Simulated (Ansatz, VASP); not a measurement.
**One calculation of ZrH, two programs**

The input INCAR:

```
PREC = Accurate
ENCUT = 520
EDIFF = 1E-7
ISMEAR = 1
SIGMA = 0.15
LREAL = F
LASPH = T
NELM = 100
ALGO = Normal
ISIF = 2
LWAVE = F
LCHARG = F
GGA = CA
NBANDS = 14
```

Contents of KPOINTS:

```
regular mesh
0
Gamma
  12 12 12
```

The input POSCAR:

```
ZrH
1.0
   -1.5988465521      1.5988465521      2.4357504838
    1.5988465521     -1.5988465521      2.4357504838
    1.5988465521      1.5988465521     -2.4357504838
Zr H
1 1
Direct
    0.0000000000      0.0000000000      0.0000000000
    0.7500000000      0.2500000000      0.5000000000
```

Input for Ansatz:

```yaml
crystal:
  lattice:
    - [-1.5988465521317872, 1.5988465521317872, 2.4357504837936768]
    - [1.5988465521317872, -1.5988465521317872, 2.4357504837936768]
    - [1.5988465521317872, 1.5988465521317872, -2.4357504837936768]
  atoms:
    - { symbol: Zr, position: [0.0, 0.0, 0.0] }
    - { symbol: H, position: [0.75, 0.25, 0.5] }
basis:
  ecutwfc: 450.0
kpoints:
  mp_grid:
    grid: [12, 12, 12]
hamiltonian:
  xc: lda
scf:
  occupations:
    method: cold
    width: 0.15
output:
  stress: true
```

The cell comes from a database or a generator and needn't be the stable form of this composition.

Alike in both runs: task single point; functional LDA; k mesh 12 × 12 × 12; no spin polarisation.

|  | VASP | Ansatz |
| --- | --- | --- |
| version | VASP 6.6.1 | Ansatz 0.2.0 |
| potentials or method | VASP PAW LDA potentials, release 64 (Zr_sv, H) | plane waves, PAW |
| plane-wave cutoff (eV) | 520 | 450 |
| occupations | methfessel-paxton of order 1, width 0.15 eV | cold, width 0.15 eV |
| valence electrons in the cell | 13 | 13 |

VASP gave:

* pressure (GPa): 3.4
* largest component of the traceless stress (GPa): 0.66

Problem. Which values does Ansatz return?

Solution. Pressure (GPa): 3.2; largest component of the traceless stress (GPa): 0.61.
